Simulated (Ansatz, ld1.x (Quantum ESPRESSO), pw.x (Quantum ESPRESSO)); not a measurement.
# What a changed setting does to a pw.x run (fcc Nb)

Potential: ultrasoft, ld1.x (Quantum ESPRESSO) 7.5, PBE; core [Kr], reference 4d4 5s0 5p0; waves: 5s (bound, empty): rcut 2.25, rcutus 2.80 bohr; 5s channel at 0.1 Ry: rcut 2.25, rcutus 2.80 bohr; 5p (bound, empty): rcut 3.05, rcutus 3.90 bohr; 5p channel at 0.2 Ry: rcut 3.05, rcutus 3.90 bohr; 4d (bound): rcut 1.20, rcutus 1.60 bohr; 4d channel at 0.05 Ry: rcut 1.20, rcutus 1.60 bohr; local part: all-electron potential smoothed inside 2.70 bohr (lloc = -1); core correction: Bessel-smoothed model core inside 1.65 bohr; augmentation: built from norm-conserving waves at rcut, not smoothed further.

The reference run (k-mesh 13³, cutoffs 55/600 Ry, Fermi–Dirac 0.01 Ry, mixing_beta 0.4, conv_thr 1e-9, no spin) gives 0.89 GPa at 18.774 Å³/atom, where all-electron LAPW gives 0.27 GPa. This run, with its own iteration cap, changes degauss to 0.005.

```
&control
  calculation='scf', prefix='x', pseudo_dir='./', outdir='./tmp', tstress=.true., disk_io='none'
/
&system
  ibrav=0, nat=1, ntyp=1, ecutwfc=55, ecutrho=600, nbnd=9,
  occupations='smearing', smearing='fd', degauss=0.005
/
&electrons
  conv_thr=1e-09, mixing_beta=0.4, electron_maxstep=60
/
ATOMIC_SPECIES
Nb 1.0 Nb.UPF
CELL_PARAMETERS angstrom
  0.00000000 2.10948094 2.10948094
  2.10948094 0.00000000 2.10948094
  2.10948094 2.10948094 0.00000000
ATOMIC_POSITIONS crystal
Nb 0.0000 0.0000 0.0000
K_POINTS automatic
13 13 13 0 0 0
```

```bash
pw.x < Nb.scf.in > Nb.scf.out
```

Question: How does the run end?

Answer: It converges in 7 iterations; the free energy moves by +38.6 meV/atom and the pressure by -0.12 GPa. In a metal, with Fermi–Dirac smearing, F lies below its zero-width value by a term in the square of the width.

```
Message from routine setup:
     using ibrav=0 with symmetry is DISCOURAGED, use correct ibrav instead
     lattice parameter (alat)  =       5.6375  a.u.
     unit-cell volume          =     126.6932 (a.u.)^3
     number of electrons       =         5.00
     number of Kohn-Sham states=            9
     kinetic-energy cutoff     =      55.0000  Ry
     charge density cutoff     =     600.0000  Ry
     scf convergence threshold =      1.0E-09
     Exchange-correlation= PBE
     number of k points=    84  Fermi-Dirac smearing, width (Ry)=  0.0050
     iteration #  1     ecut=    55.00 Ry     beta= 0.40
     total energy              =     -26.91165947 Ry
     estimated scf accuracy    <       0.52589521 Ry
     iteration #  2     ecut=    55.00 Ry     beta= 0.40
     total energy              =     -26.88211398 Ry
     estimated scf accuracy    <       0.08762608 Ry
     iteration #  3     ecut=    55.00 Ry     beta= 0.40
     total energy              =     -26.90039847 Ry
     estimated scf accuracy    <       0.00123026 Ry
     iteration #  4     ecut=    55.00 Ry     beta= 0.40
     total energy              =     -26.90076355 Ry
     estimated scf accuracy    <       0.00016607 Ry
     iteration #  5     ecut=    55.00 Ry     beta= 0.40
     total energy              =     -26.90078613 Ry
     estimated scf accuracy    <       0.00002668 Ry
     iteration #  6     ecut=    55.00 Ry     beta= 0.40
     total energy              =     -26.90078966 Ry
     estimated scf accuracy    <       0.00000033 Ry
     iteration #  7     ecut=    55.00 Ry     beta= 0.40
     the Fermi energy is    10.7676 ev
!    total energy              =     -26.90078981 Ry
     estimated scf accuracy    <          8.5E-10 Ry
     smearing contrib. (-TS)   =      -0.00198563 Ry
     The total energy is F=E-TS. E is the sum of the following terms:
     one-electron contribution =       8.15056743 Ry
     hartree contribution      =       0.16457688 Ry
     xc contribution           =     -20.83716225 Ry
     ewald contribution        =     -14.37678624 Ry
     convergence has been achieved in   7 iterations
          total   stress  (Ry/bohr**3)                   (kbar)     P=        7.77
     Message from routine punch:
     Nothing written, as per user request (disk_io='none')
```

The run took about 11 s on one core of a shared host (Neoverse-V1, 32 threads, 247 GiB, load 24).
